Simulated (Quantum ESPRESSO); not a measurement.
Crystal: Li.

```xyz
1
Lattice="-1.7547 1.7547 1.7547 1.7547 -1.7547 1.7547 1.7547 1.7547 -1.7547" Properties=species:S:1:pos:R:3 pbc="T T T"
Li    0.0000    0.0000    0.0000
```

* Program: Quantum ESPRESSO 7.5
* Task: single point
* Functional: PBE
* Potentials or basis: SSSP 1.3 efficiency PBE
* Cutoff: 748 eV
* Density cutoff: 5987 eV
* k mesh: 11 × 11 × 11
* Occupations: fermi-dirac, width 0.05 eV
* Spin: no spin polarisation

On this cell: pressure -0.8 GPa; band gap on the k mesh none (metal or under the smearing width).

The same run follows on a disturbed copy (cell strained at random at fixed volume):

```xyz
1
Lattice="-1.7333 1.7667 1.7352 1.7284 -1.7909 1.7546 1.7432 1.8008 -1.7595" Properties=species:S:1:pos:R:3 pbc="T T T"
Li   -0.0064   -0.0779    0.0361
```

Task: What does the disturbed cell give?

Result: The energy (extrapolated to zero smearing) moves by +0.2 meV/atom; pressure -0.8 GPa; band gap on the k mesh none (metal or under the smearing width).

Stress tensor (GPa, compression positive):
```
-0.78 -0.07  0.02
-0.07 -0.88  0.19
 0.02  0.19 -0.79
```
